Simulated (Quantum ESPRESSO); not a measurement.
PtSe2 (Sudovikovite):

```
Pt Se
1.0
     3.72400    0.00000    0.00000
    -1.86200    3.22508    0.00000
     0.00000    0.00000    5.06200
Pt Se
1 2
Direct
  0.01133 0.02263 0.00660
  0.65034 0.33135 0.74000
  0.33238 0.65513 0.24631
```

The cell isn't the ideal one: atoms moved at random, drawn with an rms of 0.05 Å.

A run of Quantum ESPRESSO 7.5 on this cell left the log below. Logs are shortened: lines on timing, memory, paths and dates and some standing lists are left out, and cuts for length are marked.

```text
This program is part of the open-source Quantum ESPRESSO suite
     for quantum simulation of materials; please cite
         "P. Giannozzi et al., J. Phys.:Condens. Matter 21 395502 (2009);
         "P. Giannozzi et al., J. Phys.:Condens. Matter 29 465901 (2017);
         "P. Giannozzi et al., J. Chem. Phys. 152 154105 (2020);
     in publications or presentations arising from this work. More details at

     K-points division:     npool     =       2
     Subspace diagonalization in iterative solution of the eigenvalue problem:
     a serial algorithm will be used

     G-vector sticks info
     --------------------
     sticks:   dense  smooth     PW     G-vecs:    dense   smooth      PW
     Sum        1237     613    187                47337    16625    2693

     Using Slab Decomposition

     bravais-lattice index     =            0
     lattice parameter (alat)  =       7.0373  a.u.
     unit-cell volume          =     410.2690 (a.u.)^3
     number of atoms/cell      =            3
     number of atomic types    =            2
     number of electrons       =        28.00
     number of Kohn-Sham states=           21
     kinetic-energy cutoff     =      45.0000  Ry
     charge density cutoff     =     360.0000  Ry
     scf convergence threshold =      6.0E-10
     mixing beta               =       0.5000
     number of iterations used =            8  plain     mixing
     Exchange-correlation= SLA  PW   PSX  PSC
                           (   1   4  10   8   0   0   0)

     celldm(1)=   7.037340  celldm(2)=   0.000000  celldm(3)=   0.000000
     celldm(4)=   0.000000  celldm(5)=   0.000000  celldm(6)=   0.000000

     crystal axes: (cart. coord. in units of alat)
               a(1) = (   1.000000   0.000000   0.000000 )
               a(2) = (  -0.500000   0.866025   0.000000 )
               a(3) = (   0.000000   0.000000   1.359291 )

     reciprocal axes: (cart. coord. in units 2 pi/alat)
               b(1) = (  1.000000  0.577350 -0.000000 )
               b(2) = (  0.000000  1.154701  0.000000 )
               b(3) = (  0.000000 -0.000000  0.735678 )

     PseudoPot. # 1 for Pt read from file:
     pt_pbesol_v1.4.uspp.F.UPF
     Pseudo is Ultrasoft + core correction, Zval = 16.0
     Generated by new atomic code, or converted to UPF format
     Using radial grid of  985 points,  6 beta functions with:
                l(1) =   0
                l(2) =   0
                l(3) =   1
                l(4) =   1
                l(5) =   2
                l(6) =   2
     Q(r) pseudized with  8 coefficients,  rinner =    1.300   1.300   1.300
                                                       1.300   1.300

     PseudoPot. # 2 for Se read from file:
     se_pbesol_v1.uspp.F.UPF
     Pseudo is Ultrasoft + core correction, Zval =  6.0
     Generated by new atomic code, or converted to UPF format
     Using radial grid of  877 points,  6 beta functions with:
                l(1) =   0
                l(2) =   0
                l(3) =   1
                l(4) =   1
                l(5) =   2
                l(6) =   2
     Q(r) pseudized with  8 coefficients,  rinner =    1.300   1.300   1.300
                                                       1.300   1.300

     atomic species   valence    mass     pseudopotential
     Pt               16.00   195.08400     Pt( 1.00)
     Se                6.00    78.97100     Se( 1.00)

     No symmetry found

   Cartesian axes

     site n.     atom                  positions (alat units)
         1        Pt     tau(   1) = (   0.0000185   0.0195973   0.0089740  )
         2        Se     tau(   2) = (   0.4846725   0.2869532   1.0058768  )
         3        Se     tau(   3) = (   0.0048185   0.5673566   0.3348083  )

     number of k points=   162  Fermi-Dirac smearing, width (Ry)=  0.0037

     Number of k-points >= 100: set verbosity='high' to print them.

     Dense  grid:    47337 G-vectors     FFT dimensions: (  45,  45,  60)

     Smooth grid:    16625 G-vectors     FFT dimensions: (  32,  32,  45)

     Initial potential from superposition of free atoms

     starting charge      27.4999, renormalised to      28.0000

     negative rho (up, down):  1.841E-01 0.000E+00
     Starting wfcs are   20 randomized atomic wfcs +    1 random wfcs

     Self-consistent Calculation

     iteration #  1     ecut=    45.00 Ry     beta= 0.50
     Davidson diagonalization with overlap
     ethr =  1.00E-02,  avg # of iterations =  5.2

     negative rho (up, down):  1.704E-01 0.000E+00

     total energy              =    -296.22963169 Ry
     estimated scf accuracy    <       2.09799935 Ry

     iteration #  2     ecut=    45.00 Ry     beta= 0.50
     Davidson diagonalization with overlap
     ethr =  7.49E-03,  avg # of iterations =  2.0
[... 78 lines left out ...]
     iteration # 11     ecut=    45.00 Ry     beta= 0.50
     Davidson diagonalization with overlap
     ethr =  1.62E-11,  avg # of iterations =  4.1

     negative rho (up, down):  1.729E-01 0.000E+00

     End of self-consistent calculation

     Number of k-points >= 100: set verbosity='high' to print the bands.

     the Fermi energy is    11.0639 ev

!    total energy              =    -297.24192367 Ry
     estimated scf accuracy    <          6.0E-11 Ry
     smearing contrib. (-TS)   =      -0.00041603 Ry
     internal energy E=F+TS    =    -297.24150764 Ry

     The total energy is F=E-TS. E is the sum of the following terms:
     one-electron contribution =     -89.60558226 Ry
     hartree contribution      =      60.12243325 Ry
     xc contribution           =    -115.50280500 Ry
     ewald contribution        =    -152.25555363 Ry

     convergence has been achieved in  11 iterations

     negative rho (up, down):  1.729E-01 0.000E+00

     Forces acting on atoms (cartesian axes, Ry/au):

     atom    1 type  1   force =    -0.01158802   -0.06127631   -0.04366683
     atom    2 type  2   force =     0.01718786    0.01927914    0.01073942
     atom    3 type  2   force =    -0.00559984    0.04199717    0.03292741

     Total force =     0.097250     Total SCF correction =     0.000022

     Computing stress (Cartesian axis) and pressure

     negative rho (up, down):  1.729E-01 0.000E+00
          total   stress  (Ry/bohr**3)                   (kbar)     P=       17.20
   0.00008515   0.00006136  -0.00012240           12.53        9.03      -18.01
   0.00006136   0.00024093   0.00011351            9.03       35.44       16.70
  -0.00012240   0.00011351   0.00002466          -18.01       16.70        3.63

=------------------------------------------------------------------------------=
   JOB DONE.
=------------------------------------------------------------------------------=
```

**Question.** Write the input and the command behind it.

**Answer.** Single point with PBEsol, no spin polarisation. The files as run (others can give the same):

pw.in
```
&CONTROL
  calculation = 'scf'
  prefix = 'pwscf'
  outdir = './tmp'
  pseudo_dir = './pseudo'
  tprnfor = .true.
  tstress = .true.
  disk_io = 'nowf'
/
&SYSTEM
  ibrav = 0
  nat = 3
  ntyp = 2
  ecutwfc = 45
  ecutrho = 360
  nbnd = 21
  occupations = 'smearing'
  smearing = 'fd'
  degauss = 0.00367493
/
&ELECTRONS
  conv_thr = 6d-10
  electron_maxstep = 120
  mixing_beta = 0.5
/
ATOMIC_SPECIES
Pt   195.0840 pt_pbesol_v1.4.uspp.F.UPF
Se    78.9710 se_pbesol_v1.uspp.F.UPF
CELL_PARAMETERS angstrom
   3.7240000000    0.0000000000    0.0000000000
  -1.8620000000    3.2250786037    0.0000000000
   0.0000000000    0.0000000000    5.0620000000
ATOMIC_POSITIONS crystal
Pt     0.0113330000    0.0226290000    0.0066020000
Se     0.6503450000    0.3313450000    0.7400010000
Se     0.3323820000    0.6551270000    0.2463110000
K_POINTS automatic
8 8 5 0 0 0
```

Potentials or basis: GBRV 1.5 PBEsol.
Launch:
```sh
$ OMP_NUM_THREADS=1 mpirun -n 2 pw.x -nk 2 -in pw.in > pw.out
```
